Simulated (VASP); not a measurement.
Set up this calculation in VASP 6.6.1, as the native input.

```yaml
Task: relaxation of cell and atoms
Functional: PBEsol
Potentials_or_basis: VASP PAW PBE potentials, release 64 (Sb)
Cutoff: 600 eV
k_mesh: 12 × 12 × 12
Occupations: gaussian, width 0.1 eV
Spin: no spin polarisation
Further_INCAR_settings: ALGO = Normal; EDIFF = 1e-07; IBRION = 2; EDIFFG = -0.005; NSW = 90; ISIF = 3
```

The structure of Sb lies in POSCAR:

```
Sb
1.0
    2.1506000000      1.2416494900      3.7440000000
   -2.1506000000      1.2416494900      3.7440000000
    0.0000000000     -2.4832989800      3.7440000000
Sb
2
Direct
    0.2336400000      0.2336400000      0.2336400000
    0.7663600000      0.7663600000      0.7663600000
```

The input as run:

INCAR

```
SYSTEM = Sb
PREC = Accurate ; ENCUT = 600
EDIFF = 1E-7 ; ISMEAR = 0
SIGMA = 0.1 ; LREAL = .FALSE.
LASPH = .TRUE. ; NELM = 100
ALGO = Normal ; ISIF = 3
LWAVE = .FALSE. ; LCHARG = .FALSE.
GGA = PS ; IBRION = 2
NSW = 90 ; EDIFFG = -0.005
```

KPOINTS

```
Automatic mesh
0
G
  12 12 12
  0 0 0
```

Potentials or basis: VASP PAW PBE potentials, release 64 (Sb).

The run is started by

```bash
$ cat potpaw_PBE.64/Sb/POTCAR > POTCAR
$ mpirun -np 1 vasp_std > vasp.out
```

It gave:

- Relaxed volume: 29.82 Å³/atom
- Relaxed cell: a = 4.448 Å, b = 4.448 Å, c = 4.448 Å, α = 58.20°, β = 58.20°, γ = 58.20°
- Space group after relaxing (to 0.05 Å): R-3m (No. 166)
- Energy gained by relaxing: 3.6 meV/atom
- Ionic steps: 9
- Pressure after relaxing: 0.0 GPa
- Band gap on the k mesh: none (metal or under the smearing width)

Caveat: the PAW data sets were made with another functional, which shifts forces and pressure a little.

Run time: 9 min on 1 thread of Intel(R) Xeon(R) Platinum 8375C CPU @ 2.90GHz (Ice Lake), on a shared host, peak memory 0.28 GiB.
